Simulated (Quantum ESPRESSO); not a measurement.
# InPd: zone-centre phonons under several settings

```
In Pd
1.0
     3.27188    0.00000    0.00000
     0.00000    3.27188    0.00000
     0.00000    0.00000    3.27188
In Pd
1 1
Direct
  0.00000 0.00000 0.00000
  0.50000 0.50000 0.50000
```

The cell comes from a database or a generator and needn't be the stable form of this composition.

All runs used Quantum ESPRESSO 7.5; k mesh 8 × 8 × 8; relaxed cell; no spin polarisation; cutoff 762 eV; occupations cold, width 0.2 eV.

```tsv
level	potentials	volume (Å³/atom)	pressure (GPa)	lowest optical mode without the field (cm⁻¹)
LDA	GBRV 1.5 LDA	16.54	0.3	151
PBE	GBRV 1.5 PBE	17.98	-0.1	131
PBEsol	GBRV 1.5 PBEsol	17.05	0.1	145
revPBE	GBRV 1.5 PBE	?	-0.1	?
WC	GBRV 1.5 PBE	17.16	0.1	143
BLYP	GBRV 1.5 PBE	19.44	-0.1	101
vdW-DF-cx	GBRV 1.5 PBE	17.15	0.1	146
```

Problem. What stands in the row left open?

Solution. Volume 18.37 Å³/atom; lowest optical mode without the field 126 cm⁻¹.

Caveats: the mesh is thin for the phonons of a metal; the potentials were made for another functional, which shifts forces and pressure (some runs).

For the row left open. Caveat: the mesh is thin for the phonons of a metal; the potentials were made for another functional, which shifts forces and pressure.
